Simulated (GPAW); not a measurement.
SnSe in GPAW: convergence with convergence criteria

Input of the first run (convergence criteria density=0.001 energy=0.01 eigenstates=0.0001); the others differ in this setting and in those tied to it:

run.py

```python
from ase.dft.bandgap import bandgap
from ase.io import read, write
from ase.units import GPa
from gpaw import GPAW, PW

atoms = read('POSCAR')

calc = GPAW(mode=PW(600),
            xc='RPBE',
            kpts={'size': (4, 4, 2), 'gamma': True},
            occupations={'name': 'fermi-dirac', 'width': 0.05},
            nbands=33,
            convergence={'density': 0.001, 'energy': 0.01, 'eigenstates': 0.0001},
            maxiter=100,
            txt='gpaw.txt')
atoms.calc = calc
energy = atoms.get_potential_energy()
forces = atoms.get_forces()
stress = atoms.get_stress()
calc.write('gs.gpw')
write('result.traj', atoms)
print(f'Energy: {energy:.6f} eV')
print('Forces (eV/A):')
print(forces.round(4))
print('Stress (GPa):', (stress / GPa).round(3))
print('Fermi level:', round(calc.get_fermi_level(), 4), 'eV')
print(f'Gap: {bandgap(calc)[0]:.4f} eV, direct: {bandgap(calc, direct=True)[0]:.4f} eV')
```

The input POSCAR:

```
SnSe
1.0
    4.2853274191      0.0000000000      0.0000000000
    0.0000000000      4.2853274191      0.0000000000
    0.0000000000      0.0000000000     10.9906921300
Sn Se
2 2
Direct
    0.0000000000      0.5000000000      0.6277708900
    0.5000000000      0.0000000000      0.3722291100
    0.0000000000      0.5000000000      0.3839605100
    0.5000000000      0.0000000000      0.6160394900
```

Potentials or basis: the program's PAW data sets (release 1.2.1) made for this functional, pw.

Launch:

```console
$ OMP_NUM_THREADS=1 python run.py
```

Hardware: 1 thread of Arm Neoverse V2 (shared host).

| convergence criteria | energy less the tightest run, at zero smearing (meV/atom) | largest force (eV/Å) | SCF cycles | CPU time (s) | peak memory (GiB) |
| --- | --- | --- | --- | --- | --- |
| density=0.001 energy=0.01 eigenstates=0.0001 | 0.00 | 0.268 | 7 | 26 | 0.26 |
| default | 0.00 | 0.258 | 10 | 36 | 0.26 |
| density=1e-05 energy=1e-05 | 0.00 | 0.258 | 10 | 36 | 0.26 |
| density=1e-05 forces=0.0001 | 0.00 | 0.258 | 12 | 40 | 0.26 |
| density=1e-06 energy=1e-06 eigenstates=1e-10 | 0.00 | 0.258 | 13 | 47 | 0.26 |

Against the tightest run, the energy stays within 1 meV/atom from density=0.001 energy=0.01 eigenstates=0.0001 on; the largest force stays within 0.005 eV/Å from default on. The tightest run that finished is the yardstick and may itself not be fully converged.

Caveat, for the tightest run too: the k mesh is coarse; spin-orbit coupling is left out, which moves the levels of the heavy elements.
